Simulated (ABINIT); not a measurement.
Crystal: KI.

```xyz
2
Lattice="0.0000 3.5328 3.5328 3.5328 0.0000 3.5328 3.5328 3.5328 0.0000" Properties=species:S:1:pos:R:3 pbc="T T T"
I     3.5328    3.5328    3.5328
K     0.0000    0.0000    0.0000
```

Base run:

- Program: ABINIT 10.8.3 (patched build)
- Functional: PBEsol
- Potentials or basis: PseudoDojo NC SR PBEsol v0.4.1 standard
- Cutoff: 1007 eV
- k mesh: 7 × 7 × 7
- Occupations: fermi-dirac, width 0.05 eV
- Spin: no spin polarisation

Its results: band gap on the k mesh 3.82 eV, direct; pressure -0.3 GPa.

After a change of settings the same cell gave: band gap on the k mesh 3.60 eV, direct; pressure -1.3 GPa. Which change was it?
A. functional from PBEsol to r2SCAN; potentials or basis from PseudoDojo NC SR PBEsol v0.4.1 standard to JTH PAW PBE v2.0; cutoff from 1007 eV to 517 eV
B. functional from PBEsol to LDA; potentials or basis from PseudoDojo NC SR PBEsol v0.4.1 standard to JTH PAW LDA v2.0; cutoff from 1007 eV to 435 eV
C. functional from PBEsol to PBE; potentials or basis from PseudoDojo NC SR PBEsol v0.4.1 standard to JTH PAW PBE v2.0; cutoff from 1007 eV to 435 eV

B.

Caveats: spin-orbit coupling is left out, which moves the levels of the heavy elements; an odd mesh through Γ misses points on the zone boundary, where band edges often lie (some runs).
